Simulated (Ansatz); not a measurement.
The system is HfO2.

```
CELL_PARAMETERS angstrom
5.21946 0.00000 0.00000
0.00000 5.00476 0.00000
0.00000 0.00000 5.03269
ATOMIC_POSITIONS crystal
Hf 0.96699 0.73252 0.74144
Hf 0.53301 0.73252 0.24144
Hf 0.46699 0.26748 0.74144
Hf 0.03301 0.26748 0.24144
O 0.63213 0.92865 0.87927
O 0.86787 0.92865 0.37927
O 0.23395 0.53988 0.49229
O 0.26605 0.53988 0.99229
O 0.76605 0.46012 0.99229
O 0.73395 0.46012 0.49229
O 0.13213 0.07135 0.87927
O 0.36787 0.07135 0.37927
```

Measurements of this composition are mostly on another form, of space group No. 14.

Base run:

* Program: Ansatz 0.2.0
* Functional: PBE
* Potentials or basis: Ansatz PAW earlier set
* Cutoff: 900 eV
* Density cutoff: 3600 eV
* k mesh: 5 × 6 × 5
* Occupations: fermi-dirac, width 0.05 eV
* Spin: no spin polarisation

Its results: band gap on the k mesh 4.48 eV, indirect (least direct gap 4.68 eV); pressure 9.8 GPa; largest force 0.118 eV/Å.

The run is repeated on the same cell with these changes: potentials or basis from Ansatz PAW earlier set to PseudoDojo standard (PBE files); cutoff from 900 eV to 1143 eV; density cutoff from 3600 eV to 4572 eV; valence electrons from 152 to 96. What comes out?

Band gap on the k mesh 4.50 eV, indirect (least direct gap 4.71 eV); pressure 7.2 GPa; largest force 0.080 eV/Å.

Caveats: spin-orbit coupling is left out, which moves the levels of the heavy elements.

A k mesh can miss the band edges.

Not every run made on this cell is shown here.
